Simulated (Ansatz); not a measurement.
# BN: the cost of one run

Method: DFT PBE+D3(BJ), scalar-relativistic, plane waves, PAW, in Ansatz 0.2.0.

The COD entry's cell or inner coordinates are ideal or old and differ from later refinements, so a difference from it is no clean test against experiment.

1 further run of the same task is left out (set aside as unsound or not needed).

### Step 1. The system as given

Symmetry: P6_3/mmc, No. 194, hexagonal system. The conventional cell has a = 2.506 Å, b = 2.506 Å, c = 6.614 Å, α = 90.00°, β = 90.00°, γ = 120.00°. B (site symmetry -6m2) is surrounded by 3 N at 1.45 Å. N (site symmetry -6m2) is surrounded by 3 B at 1.45 Å.

Structure file:

```cif
data_structure
_symmetry_space_group_name_H-M 'P 1'
_symmetry_Int_Tables_number 1
_cell_length_a 2.5064
_cell_length_b 2.5064
_cell_length_c 6.6141
_cell_angle_alpha 90.000
_cell_angle_beta 90.000
_cell_angle_gamma 120.000
_cell_volume 35.98
loop_
_atom_site_label
_atom_site_type_symbol
_atom_site_fract_x
_atom_site_fract_y
_atom_site_fract_z
_atom_site_occupancy
B1 B 0.33333 0.66667 0.25000 1
B2 B 0.66667 0.33333 0.75000 1
N1 N 0.33333 0.66667 0.75000 1
N2 N 0.66667 0.33333 0.25000 1
```

It is the result of an earlier relaxation at this level (volume 9.00 Å³/atom; gap on the mesh: 4.27 eV).

### Step 2. The bulk's band edges

Contents of input.yaml:

```yaml
crystal:
  lattice:
    - [2.5064254169, 0.0, 0.0]
    - [-1.2532127085, 2.1706280837, 0.0]
    - [0.0, 0.0, 6.6141240277]
  atoms:
    - { symbol: B, position: [0.3333333333, 0.6666666667, 0.25] }
    - { symbol: B, position: [0.6666666667, 0.3333333333, 0.75] }
    - { symbol: "N", position: [0.3333333333, 0.6666666667, 0.75] }
    - { symbol: "N", position: [0.6666666667, 0.3333333333, 0.25] }
basis:
  ecutwfc: 420
kpoints:
  mp_grid: { grid: [12, 12, 4] }
  band_path: { path: [VBM, CBM], npoints: 2 }
hamiltonian:
  xc: pbe
  dispersion: d3bj
scf:
  occupations: { method: gaussian, width: 0.02 }
output:
  forces: true
  stress: true
  eigenvalues: true
```

Run with:

```sh
$ ansatz run input.yaml --threads 1 --pin off --max-ram 2560MiB --backend cpu --events-out ev --progress --plain --runs-dir out
```

What time and memory should one allow on 1 thread of Intel Xeon Platinum 8488C (Sapphire Rapids), shared host?

About 3.5 s, with a peak of 0.35 GiB.
